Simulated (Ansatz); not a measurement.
**Perovskite alloy of CsPbBr3 and CsSnBr3 (0 of 8 Pb sites exchanged), 40 atoms**

Ansatz, PAW, plane waves. PBEsol relaxation of volume and atoms (shape held) at the single k point (¼, ¼, ¼) without its symmetry partners; single points on the relaxed atoms at the Γ point alone, onto which points of the small cell's zone fold. Arrangement: quasirandom. No spin–orbit coupling unless named.

Relaxed structure:

```
Cs Pb Br
1.0
    11.60161    0.00000    0.00000
     0.00000   11.60161    0.00000
     0.00000    0.00000   11.60161
Cs Pb Br
8 8 24
Direct
  0.02076 0.96445 0.00028
  0.97876 0.03585 0.49982
  0.03495 0.47917 0.99977
  0.96430 0.52129 0.50011
  0.53470 0.97952 0.99993
  0.46476 0.02068 0.50023
  0.52068 0.46549 0.00004
  0.47943 0.53445 0.49977
  0.24988 0.24999 0.24981
  0.24993 0.25007 0.75009
  0.25004 0.74998 0.25006
  0.25002 0.75002 0.74991
  0.74981 0.25027 0.25005
  0.74979 0.25029 0.74999
  0.75011 0.75033 0.25014
  0.75012 0.75038 0.74989
  0.20675 0.21706 0.00002
  0.29203 0.28234 0.49977
  0.28266 0.79102 0.99985
  0.21753 0.70910 0.50008
  0.78245 0.29289 0.99979
  0.71664 0.20761 0.50003
  0.70881 0.71736 0.00011
  0.79258 0.78293 0.49985
  0.99973 0.29298 0.28903
  0.99984 0.29301 0.71146
  0.00022 0.70657 0.21180
  0.00006 0.70658 0.78785
  0.49999 0.20737 0.21081
  0.49987 0.20710 0.78877
  0.49994 0.79348 0.28832
  0.50001 0.79355 0.71227
  0.20704 0.00000 0.28788
  0.20685 0.00015 0.71163
  0.29301 0.49994 0.21232
  0.29324 0.49987 0.78819
  0.79320 0.00028 0.21168
  0.79354 0.00023 0.78876
  0.70723 0.50032 0.28854
  0.70702 0.50050 0.71125
```

Question: What are the mean bond lengths by pair (pairs within 1.2 times the sum of covalent radii, less contacts 15 % beyond the pair's median; cation–cation pairs of compounds aside; long ionic contacts are cut short by that bound)?

Answer: Br–Cs 3.788 ± 0.159 Å (standard deviation, 64 bonds); Br–Pb 2.973 ± 0.006 Å (standard deviation, 48 bonds).

Question: What gap lies between the top filled and the lowest empty level in the single points?

Answer: HSE06 2.64 eV (12 s on NVIDIA GB200).
